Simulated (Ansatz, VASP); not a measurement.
# SnO: VASP beside Ansatz

```
Sn O
1.0
     3.35500    0.00000    0.00000
     0.00000    5.67410    0.00000
     0.00000    0.00000    4.22197
Sn O
2 2
Direct
  0.00000 0.23191 0.51314
  0.50000 0.76809 0.01314
  0.00000 0.89125 0.73686
  0.50000 0.10875 0.23686
```

The cell comes from a database or a generator and needn't be the stable form of this composition.

Alike in both runs: task single point; functional PBE; dispersion D3(BJ); k mesh 8 × 6 × 6; occupations gaussian, width 0.05 eV; no spin polarisation.

|  | VASP | Ansatz |
| --- | --- | --- |
| version | VASP 6.6.1 | Ansatz 0.2.0 |
| potentials or method | VASP PAW PBE potentials, release 64 (Sn_d, O) | scalar-relativistic, plane waves, PAW |
| plane-wave cutoff (eV) | 520 | 420 |
| valence electrons in the cell | 40 | 40 |

VASP gave:

```
gap on the k mesh at the Fermi level (eV)       : 1.40
least direct gap on the mesh (eV)               : 2.04
pressure (GPa)                                  : -1.1
largest component of the traceless stress (GPa) : 0.21
rms of the force components (eV/Å)              : 0.029
```

Which values does Ansatz return?

gap on the k mesh at the Fermi level (eV): 1.41; least direct gap on the mesh (eV): 2.05; pressure (GPa): -1.3; largest component of the traceless stress (GPa): 0.18; rms of the force components (eV/Å): 0.052.

Atom by atom the forces differ by 0.034 eV/Å (rms over components).

Caveats: spin-orbit coupling is left out, which moves the levels of the heavy elements. As with any semilocal functional, this PBE gap is likely too small. A k mesh can miss the band edges.
